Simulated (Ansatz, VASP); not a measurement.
# One calculation of W, two programs

The input INCAR:

```
SYSTEM = W
  PREC = Accurate
  ENCUT = 520
  EDIFF = 1E-7
  ISMEAR = -1
  SIGMA = 0.05
  LREAL = .False.
  LASPH = .True.
  NELM = 100
  ALGO = Normal
  ISIF = 2
  LWAVE = .False.
  LCHARG = .False.
  GGA = PE
  NBANDS = 13
```

KPOINTS

```
Automatic mesh
0
Gamma
  12 12 12
  0 0 0
```

The input POSCAR:

```
W
1.0
   -1.5609593379      1.5609593379      1.5609593379
    1.5609593379     -1.5609593379      1.5609593379
    1.5609593379      1.5609593379     -1.5609593379
W
1
Direct
    0.0000000000      0.0000000000      0.0000000000
```

Contents of input.yaml:

```yaml
crystal:
  lattice:
    - [-1.5609593379, 1.5609593379, 1.5609593379]
    - [1.5609593379, -1.5609593379, 1.5609593379]
    - [1.5609593379, 1.5609593379, -1.5609593379]
  atoms:
    - { symbol: W, position: [0.0, 0.0, 0.0] }
hamiltonian:
  xc: pbe
  pseudopotentials: { kind: paw }
kpoints:
  mp_grid: { grid: [12, 12, 12] }
scf:
  occupations: { method: fermi_dirac, width: 0.05 }
output:
  forces: true
  stress: true
  eigenvalues: true
  write_density: true
  write_potential: true
  elf: true
  volumetric_format: npy
```

Change from the starting cell: volume scaled by 0.96.

Alike in both runs: task single point; functional PBE; k mesh 12 × 12 × 12; occupations fermi-dirac, width 0.05 eV; no spin polarisation.

|  | VASP | Ansatz |
| --- | --- | --- |
| version | VASP 6.6.1 | Ansatz 0.2.0 |
| potentials or method | VASP PAW PBE potentials, release 64 (W_sv) | Ansatz PAW |
| plane-wave cutoff (eV) | 520 | 420 |
| valence electrons in the cell | 14 | 14 |

```tsv
	VASP	Ansatz	Ansatz less VASP
gap on the k mesh at the Fermi level (eV)	none	none	-
pressure (GPa)	20.9	20.1	-0.83
```

A gap of «none» marks a metal or a gap that the smearing closes. With one functional, cell and mesh, what is left measures potentials, basis and numerics.

The runs have no spin-orbit coupling, so splittings on W are missing.
